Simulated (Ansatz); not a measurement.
An element in the diamond structure gives these cold pressures by all-electron LAPW under PBE (Ansatz 0.2.0, scalar-relativistic, no spin polarisation).

| V (Å³/atom) | P (GPa) |
| --- | --- |
| 25.56 | 0.00 |
| 24.28 | 0.32 |
| 21.73 | 1.21 |
| 19.17 | 2.49 |
| 16.61 | 4.63 |
| 14.06 | 8.79 |
| 11.50 | 16.81 |
| 10.22 | 23.7 |

Task: Which element is it?

Result: Li. Its zero-pressure volume in this structure is near 25.6 Å³/atom; the volume and the steepness of P(V) together point to it, though neighbours can come close. This is the case that was computed; others weren't tested.
